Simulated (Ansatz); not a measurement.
**BaSnO₃ under load (space group Pm-3m): band-edge transport data**

Consider the following.

```
CELL_PARAMETERS angstrom
      4.10434     0.00000     0.00000
      0.00000     4.10434     0.00000
      0.00000     0.00000     4.10434
ATOMIC_POSITIONS crystal
  Ba 0.50000 0.50000 0.50000
  Sn 0.00000 0.00000 0.00000
  O  0.00000 0.50000 0.00000
  O  0.50000 0.00000 0.00000
  O  0.00000 0.00000 0.50000
```

Calculation: PBEsol with spin-orbit coupling, rigid bands (plane waves, PAW; Ansatz, a program for electronic structure). Condition of this run: hydrostatic pressure 2 GPa (the target of the relaxation). Cell: cell and atoms relaxed with PBEsol, then loaded as said.

The band gap is 1.02 eV. The electron conductivity mass (300 K, dilute) comes out as 0.180 mₑ. The hole conductivity mass (300 K, dilute) is 1.90 mₑ and the effective density of states N_c (300 K) is 1.9e18 cm⁻³. The effective density of states N_v (300 K) comes out as 3.1e20 cm⁻³, the density-of-states mass, electrons is 0.177 mₑ and the density-of-states mass, holes is 5.4 mₑ. The Seebeck coefficient, n-type 1e19 cm⁻³, 300 K is -105 μV/K, the best n-type power factor at 300 K for τ = 10 fs (best axis; densities from 1e16 to 1e21 cm⁻³ tried, whether or not they can be reached) is 1.64 μW/(cm·K²) at 1e19 cm⁻³ and the Seebeck coefficient, p-type 1e19 cm⁻³, 300 K comes out as 532 μV/K.

Rigid bands; masses and Seebeck coefficients take one relaxation time τ for all states and one kind of carrier; polarons and phonon drag are left out.
